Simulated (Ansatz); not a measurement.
The system is MnO.

```xyz
4
Lattice="3.3717 0.0000 0.0000 -1.6859 2.9200 0.0000 0.0000 0.0000 5.3855" Properties=species:S:1:pos:R:3 pbc="T T T"
Mn    1.6859    0.9733    2.7518
Mn    0.0000    1.9467    0.0590
O     1.6859    0.9733    4.7148
O     0.0000    1.9467    2.0221
```

Measurements of this composition are mostly on another form, of space group No. 225.

Alike in all runs: program Ansatz 0.2.0; functional PBE; potentials or basis Ansatz PAW; cutoff 420 eV (not typed: the program's choice for these potentials); k mesh 9 × 9 × 5; occupations fermi-dirac, width 0.05 eV.

Starts and where they ended:

```tsv
start	free energy over the lowest (meV/atom)	net moment (μB)	site or absolute moments (μB)	gap
collinear spin, antiferromagnetic start of up to 4 μB	0.0	0.00	Mn +3.70, -3.70; O -0.08, +0.08	none (metal or under the smearing width)
collinear spin, ferromagnetic start of up to 4 μB	136.0	9.99	Mn +3.84; O +0.23	none (metal or under the smearing width)
collinear spin, random start of up to 4.2 μB	0.0	0.00	Mn -3.70, +3.70; O +0.08, -0.08	none (metal or under the smearing width)
collinear spin, ferrimagnetic start of up to 4 μB	0.0	0.00	Mn +3.70, -3.70; O -0.08, +0.08	none (metal or under the smearing width)
no spin polarisation	969.2	-	-	none (metal or under the smearing width)
```

The spin-polarised runs without a constraint all converged, yet they end up to 136 meV/atom apart: a converged run can sit in a state that isn't the lowest. Allowing spin polarisation gains 969 meV/atom. A still lower state may exist.

Caveats: semilocal functionals often make such compounds metallic where correlation or magnetic order opens a gap, which also shifts bond lengths; the magnetic or orbital state may not be the lowest (some runs).
